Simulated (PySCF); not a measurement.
Runs of PySCF 2.14.0 on Ta. The structure is cubic, space group Im-3m (No. 229). Conventional cell: a = 3.303 Å, b = 3.303 Å, c = 3.303 Å, α = 90.00°, β = 90.00°, γ = 90.00°. Ta (site symmetry m-3m) has 8 Ta at 2.86 Å as nearest neighbours. 

```tsv
task	level	potentials or basis	k mesh	symmetry	density cutoff	band path	potentials	gaussian width of the DOS	gap on the mesh (eV)	V0 of scaled cells (Å³/atom)	B0 (GPa)
density of states	PBE	DZVP-MOLOPT-HYB/GTH-HYB (UZH) (potentials made for PBE0)	6 × 6 × 6	no	98 Ha	-	Ta GTH-HYB-q13	0.15 eV	none	-	-
band structure	RPBE	DZVP-MOLOPT-SR/GTH-PBE (potentials made for PBE)	4 × 4 × 4	no	88 Ha	GHNGPH,PN	Ta GTH-PBE-q13	-	none	-	-
equation of state	r2SCAN+D3(BJ)	DZVP-MOLOPT-SR/GTH-PBE (potentials made for PBE)	4 × 4 × 4	no	88 Ha	-	Ta GTH-PBE-q13	-	-	17.91	(a)
equation of state	PBEsol	DZVP-MOLOPT-SR/GTH-PBE (potentials made for PBE)	4 × 4 × 4	yes	88 Ha	-	Ta GTH-PBE-q13	-	-	17.73	226
band structure	PBEsol	DZVP-MOLOPT-SR/GTH-PBE (potentials made for PBE)	4 × 4 × 4	no	88 Ha	GHNGPH,PN	Ta GTH-PBE-q13	-	none	-	-
```

Alike in all rows: no spin polarisation; cell as given; smearing fermi-dirac 0.05 eV; the mesh is coarse, so values aren't converged.

Task: Fill in the values left out.

Result: (a) 222.

Caveats: all runs use coarse meshes; the potentials were made for another functional, which shifts forces and pressure; the basis of atomic orbitals isn't converged, which shifts pressures, moduli and gaps; meta-GGAs need a finer uniform grid than this (some runs).

A k mesh can miss the band edges, and the runs leave out spin-orbit coupling on Ta.

A gap of «none» marks a metal or a gap under the smearing width.

Not every run made on this cell is shown here.
